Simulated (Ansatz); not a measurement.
# AlCo (Pm-3m) in Ansatz: notebook

The runs below take AlCo through single point, with PBEsol.

Everything below comes from runs of Ansatz 0.2.0. Logs are shortened: lines on timing, memory, paths and dates and some standing lists are left out, and cuts for length are marked.

### 1 Starting point

The structure is cubic, space group Pm-3m (No. 221). Conventional cell: a = 2.819 Å, b = 2.819 Å, c = 2.819 Å, α = 90.00°, β = 90.00°, γ = 90.00°. Around Co (site symmetry m-3m) lie 8 Al at 2.44 Å. Al (site symmetry m-3m) has 8 Co at 2.44 Å as nearest neighbours.

The cell is a database's computed one.

### 2 Single point, PBEsol, collinear spin, ferromagnetic start

The input, input.yaml:

```yaml
crystal:
  lattice:
    - [2.81940321, 0.0, 0.0]
    - [0.0, 2.81940321, 0.0]
    - [0.0, 0.0, 2.81940321]
  atoms:
    - { symbol: Co, position: [0.5, 0.5, 0.5], spin: 0.5 }
    - { symbol: Al, position: [0.0, 0.0, 0.0] }
hamiltonian:
  xc: pbesol
  pseudopotentials: { kind: paw }
magnetization:
  spin_polarized: true
  initial_magnetization: 0.5
  spin_locking: { lock_magnetization: hard }
kpoints:
  mp_grid: { grid: [8, 8, 8] }
scf:
  occupations: { method: fermi_dirac, width: 0.05 }
  lower_state_search: "off"
output:
  forces: true
  stress: true
  eigenvalues: true
```

Potentials or basis: Ansatz PAW.

On the command line:

```console
ansatz run input.yaml --threads 2 --pin off --max-ram 5632MiB --backend cpu --events-out ev --progress --plain --runs-dir out
```

The log of the run:

```text
Warning: output.stress: scf.convergence.dr2_threshold = 1e-7 eV (the SCF's general default) is looser than the 2e-10 eV advised for a printed stress (1e-10 eV for each atom of the cell: 2). What an SCF threshold leaves in a stress goes as its square root, and in the free energy as the threshold itself, and one threshold admits the most on a small cell: of the crystals measured, under no hybrid functional and no lock of the moments, on runs that ended without the residual-converged pass, on stresses that held no estimate of that error, the worst erred by over 100 MPa in a component at 1e-7 eV an atom and by under 5 at 1e-10. Set scf.convergence.dr2_threshold to 2e-10 eV or tighter. The threshold is an SCF's pass mark: one that does not reach it within its budget of iterations ends unconverged, or closes short of it on a stop that the run arms, and scf.convergence.dr2_threshold's page says what that costs each kind of run
Warning: RAYON_NUM_THREADS=2 ignored (pool sized by the plan → 2); use --threads N
Engine: ansatz 0.2.0, x86_64-unknown-linux-gnu
Pseudopotentials: kind: paw
Pseudopotential: Co, paw, valence charge 17, recommended cutoff 420 eV (normal), Co.paw.azcp
Pseudopotential: Al, paw, valence charge 3, recommended cutoff 420 eV (normal), Al.paw.azcp
Functional definition: PBEsol
  exchange = pbesol_x
  correlation = pbesol_c
Crystal: 2 atoms, lattice volume = 22.412 Å³
Basis set: ecut = 420 eV, 461 PW (Γ), exchange–correlation on 40×40×40 points (8 copies of the dense FFT grid, shifted against one another)
Bands: 15, of which v1, the nominal top of the filled ones, is band 10 counted from 1 (9 counted from 0)
Symmetry: 48 space group operations
Space group: Pm-3m (ITA 221), of the structure as read, at distance tolerance 2.8e-5 Å
Magnetic group: BNS 221.92 (UNI 1594), of the structure as read, at distance tolerance 2.8e-5 Å
k-points: 35 of 512
Non-local potential: Co, projectors of the file, l = 0: 3, l = 1: 2, l = 2: 3, l = 3: 1
Non-local potential: Al, projectors of the file, l = 0: 2, l = 1: 2, l = 2: 1
PAW form: soft (Blöchl's): semilocal exchange-correlation on the pseudo side does not see the compensation charge
PAW frozen core: Co, regenerated for the run's functional, and the local potential with it (the file was generated under x = pbe(κ = 0.804, μ = 0.2195149727645171), c = pbe(β = 0.06672455060314922))
PAW frozen core: Al, regenerated for the run's functional, and the local potential with it (the file was generated under x = pbe(κ = 0.804, μ = 0.2195149727645171), c = pbe(β = 0.06672455060314922))
PAW one-centre angular grid: Co, 590 points (default); XC on 64 Gauss nodes
PAW one-centre angular grid: Al, 110 points (default); XC on 64 Gauss nodes
Initial density: superposition of atomic densities (chi_scale 0.1, normalization cell)
Starting moments: Σ|m| = 0.5 μB on 1 of 2 sites
Initial wavefunctions: pseudopotential atomic-orbital guess
Functional: x = pbesol(κ = 0.804, μ = 0.12345679012345678), c = pbesol(β = 0.046)
SCF iter   1: F=—  HF=-5618.992218 eV  |F-HF|=—  |Δ(HF+E_count)|=         —  Δρ=3.37e-2 (↑3.37e-2 ↓3.16e-2)  dr2=1.09e0  dr2_m=1.10e-2  M=0.500 μB ∫|m|=0.501 μB  β_m=0.30  ethr=3.10e-3  ⟨swp⟩=4.6  Hψ=4846  notcnv=0
preconditioner: auto → none  [metal: Δε(μ)=0.018 eV  Ē_g=9.761 eV  σ=0.050 eV  W_gap=0.09  n_scr=6 (ndim 8)  ℏωp=27.2 eV  f_vac=0.000  D(μ)=1.42/eV (n_scr^D=18)  sad-step TF]
SCF iter   2: F=—  HF=-5618.861253 eV  |F-HF|=—  |Δ(HF+E_count)|=   1.31e-1  Δρ=2.57e-2 (↑1.83e-2 ↓2.57e-2)  dr2=2.93e-1  dr2_m=7.17e-3  M=0.500 μB ∫|m|=0.506 μB  β_m=0.35  ethr=3.10e-3  ⟨swp⟩=2.0  Hψ=1913  notcnv=0  defer=38
SCF iter   3: F=—  HF=-5618.738226 eV  |F-HF|=—  |Δ(HF+E_count)|=   1.23e-1  Δρ=1.40e-2 (↑9.68e-3 ↓1.40e-2)  dr2=9.90e-2  dr2_m=4.49e-3  M=0.500 μB ∫|m|=0.510 μB  β_m=0.50  ethr=1.47e-3  ⟨swp⟩=2.0  Hψ=1324  notcnv=0  defer=38
SCF iter   4: F=—  HF=-5618.679370 eV  |F-HF|=—  |Δ(HF+E_count)|=   5.89e-2  Δρ=4.71e-3 (↑1.47e-3 ↓4.71e-3)  dr2=2.80e-3  dr2_m=1.25e-3  M=0.500 μB ∫|m|=0.527 μB  β_m=0.78  ethr=4.95e-4  ⟨swp⟩=2.2  Hψ=1735  notcnv=0  defer=38
SCF iter   5: F=—  HF=-5618.678765 eV  |F-HF|=—  |Δ(HF+E_count)|=   6.05e-4  Δρ=1.69e-3 (↑1.69e-3 ↓4.39e-4)  dr2=7.46e-4  dr2_m=9.86e-5  M=0.500 μB ∫|m|=0.541 μB  β_m=0.89  ethr=1.40e-5  ⟨swp⟩=2.3  Hψ=1780  notcnv=0  defer=38
SCF iter   6: F=—  HF=-5618.678730 eV  |F-HF|=—  |Δ(HF+E_count)|=   3.53e-5  Δρ=2.68e-4 (↑2.68e-4 ↓2.68e-4)  dr2=6.67e-6  dr2_m=1.35e-5  M=0.500 μB ∫|m|=0.546 μB  β_m=0.95  ethr=3.73e-6  ⟨swp⟩=1.5  Hψ=1121  notcnv=0  defer=38
SCF iter   7: F=—  HF=-5618.678724 eV  |F-HF|=—  |Δ(HF+E_count)|=   6.09e-6  Δρ=1.07e-4 (↑6.37e-5 ↓1.07e-4)  dr2=4.33e-6  dr2_m=1.19e-7  M=0.500 μB ∫|m|=0.548 μB  β_m=0.95  ethr=3.33e-8  ⟨swp⟩=2.0  Hψ=1715  notcnv=0  defer=38
SCF iter   8: F=—  HF=-5618.678723 eV  |F-HF|=—  |Δ(HF+E_count)|=   4.38e-7  Δρ=3.93e-5 (↑3.74e-5 ↓3.93e-5)  dr2=9.20e-7  dr2_m=1.76e-9  M=0.500 μB ∫|m|=0.548 μB  β_m=0.98  ethr=2.17e-8  ⟨swp⟩=2.2  Hψ=1282  notcnv=0  defer=38
SCF iter   9: F=-5618.678723 eV  HF=-5618.678723 eV  |F-HF|=8.72e-10  |Δ(HF+E_count)|=   9.17e-8  Δρ=2.12e-6 (↑2.12e-6 ↓1.66e-6)  dr2=1.10e-9  dr2_m=3.13e-10  M=0.500 μB ∫|m|=0.548 μB  ethr=5.00e-10  ⟨swp⟩=5.1  Hψ=3837  notcnv=0
the search or the solves at the SCF's close seem to have found levels that the self-consistency loop had missed (the run counts 1). By its estimate they hold under 1e-12 electrons; where the run keeps them, the occupations were computed again with them
SCF 1 converged in 9 iterations: F = -5618.678723 eV  dr2 = 1.10e-9
SCF converged after 9 iterations
Stability checked in part: among states of this total moment the steps that led to this state did not find it unstable. No probe was made; neither looks for a lower state of another moment (fixed_total_moment; see scf.lower_state_search)
Magnetization: 0.5000 μB (10.2500 up, 9.7500 down)
Absolute magnetization: 0.5481 μB (∫|ρ↑−ρ↓|, with the PAW one-centre terms)
Spin contamination: 0.0070 ħ² per cell (⟨S²⟩ above its minimum at these occupations)
Per-site moments (μB) at R_I (Å): [(0.5177423288616537, 1.0071908563906993), (-0.010326882510449125, 1.0071908563906993)]
Free energy (F): -5618.678723 eV
Harris-Foulkes:  -5618.678723 eV  (|F-HF|=8.72e-10)
Internal energy: -5618.664616 eV  (E = F + TS)
E sigma→0 (E₀):  -5618.671670 eV
Entropy (-TS):   -0.014108 eV (-7.054 meV/atom)
Fermi energy:    14.644822 (↑ 14.996560, ↓ 14.293084) eV
--- Per-component energies (eV) ---
  E_band       = -275.099065
  E_kinetic    = 485.196670
  E_local      = -3633.581310  (includes V_loc(G=0)·N_el)
  E_nonlocal   = 468.904572
  E_hartree    = 1569.062928
  E_xc         = -199.756979
  E_vxc        = -237.063719  (∫ρ·V_xc dr)
  E_paw        = -1940.649873  (= ΣΔE_a)
  E_vpaw       = -496.683528  (= ΣTr[D̂ρ^β])
  E_aug_tail   = 0.000081  (compensation charges beyond the density's cutoff)
  E_ewald      = -2368.048262
  E_core_change = 0.207558  (= ΣΔE_core)
  E_smearing   = -0.014108  (= −TS)
  E_closure    = -0.000000  (closes the sum)
  Σ components = -5618.678723   (vs F -5618.678723, Δ=0.00e0)
--- Forces (eV/Å), atoms counted from 1 ---
  atom   1  Co     0.00000000    -0.00000000    -0.00000000
  atom   2  Al    -0.00000000    -0.00000000    -0.00000000
  max |Σ_I F_I| component: 6.04e-29 eV/Å
--- Stress (GPa, compression-positive) ---
        2.955147       0.000000       0.000000
        0.000000       2.955147       0.000000
        0.000000       0.000000       2.955147
  P = ⅓ Tr σ = 2.9551 GPa (29.551 kbar)
--- Band table (eV; the first three rows and the last of 70) ---
  k-point 0 ↑: bands = ["-79.8471", "-43.2729", "-43.2729", "-43.2729", "3.5974", "11.5267", "11.5267", "13.8677", "13.8677", "13.8677", "21.0040", "21.0040", "21.0040", "23.6928", "23.6928"]
  k-point 1 ↑: bands = ["-79.8465", "-43.2800", "-43.2723", "-43.2723", "3.9001", "11.5023", "11.6067", "13.7129", "13.7129", "13.8847", "18.8499", "21.4148", "21.4148", "23.6528", "25.6037"]
  k-point 2 ↑: bands = ["-79.8452", "-43.2974", "-43.2710", "-43.2710", "4.7906", "11.1724", "11.8075", "13.3769", "13.3769", "13.9260", "16.3439", "22.5243", "22.5243", "23.5419", "27.5217"]
  k-point 34 ↓: bands = ["-79.2334", "-42.7240", "-42.7240", "-42.7240", "10.9268", "10.9268", "10.9268", "15.0909", "15.0909", "17.2676", "17.2676", "17.2676", "19.3372", "20.5774", "20.5774"]
```

It took 1.2 s on 2 threads of AMD EPYC 7R13 (Zen 3), shared host; peak memory 0.32 GiB.

Results:

* Free energy: -5618.6787 eV
* Pressure: 3.0 GPa
* Net moment: 0.50 μB per cell
* Absolute moment: 0.55 μB per cell
* Site moments: Co +0.52; Al -0.01 μB

Caveat: the total moment is fixed, so each spin has its own Fermi level; the PAW data sets come from PBE, with cores solved anew for the run's functional, which leaves a small shift of forces and pressure; the thresholds are loose for stress.

### 3 Single point, PBEsol, collinear spin, ferromagnetic start

input.yaml, as its differences from that of step 2:

```diff
@@ -6,3 +6,3 @@
   atoms:
-    - { symbol: Co, position: [0.5, 0.5, 0.5], spin: 0.5 }
+    - { symbol: Co, position: [0.5, 0.5, 0.5], spin: 1.0 }
     - { symbol: Al, position: [0.0, 0.0, 0.0] }
@@ -13,3 +13,3 @@
   spin_polarized: true
-  initial_magnetization: 0.5
+  initial_magnetization: 1.0
   spin_locking: { lock_magnetization: hard }
```

Potentials or basis: Ansatz PAW.

On the command line:

```console
ansatz run input.yaml --threads 2 --pin off --max-ram 5632MiB --backend cpu --events-out ev --progress --plain --runs-dir out
```

Wall time 1.3 s (2 threads of AMD EPYC 7R13 (Zen 3), shared host); peak memory 0.3 GiB.

It converged, with:

```yaml
Free_energy: -5618.4760 eV
Pressure: 7.4 GPa
Net_moment: 1.00 μB per cell
Absolute_moment: 1.02 μB per cell
Site_moments: Co +0.99; Al -0.00 μB
```

Caveat: the total moment is fixed, so each spin has its own Fermi level; the PAW data sets come from PBE, with cores solved anew for the run's functional, which leaves a small shift of forces and pressure; the thresholds are loose for stress.

### 4 Single point, PBEsol, collinear spin, ferromagnetic start

input.yaml, as its differences from that of step 3:

```diff
@@ -6,3 +6,3 @@
   atoms:
-    - { symbol: Co, position: [0.5, 0.5, 0.5], spin: 1.0 }
+    - { symbol: Co, position: [0.5, 0.5, 0.5], spin: 1.5 }
     - { symbol: Al, position: [0.0, 0.0, 0.0] }
@@ -13,3 +13,3 @@
   spin_polarized: true
-  initial_magnetization: 1.0
+  initial_magnetization: 1.5
   spin_locking: { lock_magnetization: hard }
@@ -24 +24,5 @@
   eigenvalues: true
+  write_density: true
+  write_potential: true
+  elf: true
+  volumetric_format: npy
```

On the command line:

```console
ansatz run input.yaml --threads 2 --pin off --max-ram 5632MiB --backend cpu --events-out ev --progress --plain --runs-dir out
```

It took 1.4 s on 2 threads of AMD EPYC 7R13 (Zen 3), shared host; peak memory 0.33 GiB.

The run converged. Its results:

* Free energy: -5618.1352 eV
* Pressure: 12.6 GPa
* Net moment: 1.50 μB per cell
* Absolute moment: 1.50 μB per cell
* Site moments: Co +1.38; Al +0.03 μB

Caveat: the total moment is fixed, so each spin has its own Fermi level; the PAW data sets come from PBE, with cores solved anew for the run's functional, which leaves a small shift of forces and pressure; the thresholds are loose for stress.

### 5 Overview

```tsv
fixed moment (μB)	pressure (GPa)	moment (μB)
0.5	3.0	0.50
1.0	7.4	1.00
1.5	12.6	1.50
```

Alike in all rows: task single point; level PBEsol; potentials or basis Ansatz PAW; spin collinear, ferromagnetic start; cell as given; k mesh 8 × 8 × 8; cutoff (eV) 420; smearing fermi-dirac 0.05 eV.

Caveats: the total moment is fixed, so each spin has its own Fermi level; the PAW data sets come from PBE, with cores solved anew for the run's functional, which leaves a small shift of forces and pressure; the thresholds are loose for stress.

Absolute energies hang on the potentials; compare differences alone.
